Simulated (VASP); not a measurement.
Input of a VASP 6.6.1 run:

The input INCAR:

```
PREC = Accurate
ENCUT = 520
EDIFF = 1E-7
ISMEAR = 0
SIGMA = 0.1
LREAL = Auto
LASPH = True
NELM = 100
ALGO = Fast
ISIF = 2
LWAVE = False
LCHARG = True
GGA = PS
LELF = True
LVHAR = True
NBANDS = 34
```

Contents of KPOINTS:

```
regular mesh
0
Gamma
  6 4 1
```

File POSCAR:

```
Be18H
1.0
    4.5800000000      0.0000000000      0.0000000000
    3.4350000000      5.9495950000      0.0000000000
    0.0000000000      0.0000000000     14.5884300000
Be H
18 1
Direct
    0.0000000000      0.0000000000      0.0685475000
    0.5000000000      0.0000000000      0.0685475000
    0.0000000000      0.3333333000      0.0685475000
    0.5000000000      0.3333333000      0.0685475000
    0.0000000000      0.6666667000      0.0685475000
    0.5000000000      0.6666667000      0.0685475000
   -0.1654408501      0.2224849712      0.1953051360
    0.3296628504      0.2249008320      0.1945561723
   -0.1670040398      0.5541719493      0.1904084237
    0.3365797909      0.5532562633      0.1958118820
   -0.1705993167      0.8905906768      0.1964374212
    0.3377835474      0.8862166984      0.1958754506
    0.0005875474     -0.0011230276      0.3226834750
    0.4953456402      0.0048745986      0.3203998337
    0.0030471207      0.3288236519      0.3208667658
    0.5056897875      0.3252060045      0.3183227736
    0.0018704770      0.6676831938      0.3205735467
    0.4952991696      0.6683381711      0.3206074997
    0.8334741858      0.5549122670      0.3767539247
```

Potentials or basis: VASP PAW PBE potentials, release 64 (Be, H).

Run with:

```console
$ cat potpaw_PBE.64/Be/POTCAR potpaw_PBE.64/H/POTCAR > POTCAR
$ mpirun -np 1 vasp_std > vasp.out
```

(1) Predict the band gap on the k mesh.

(2) Predict the largest force.

Answers

(1) none (metal or under the smearing width).

(2) 0.113 eV/Å.

Caveat: the PAW data sets were made with another functional, which shifts forces and pressure a little.
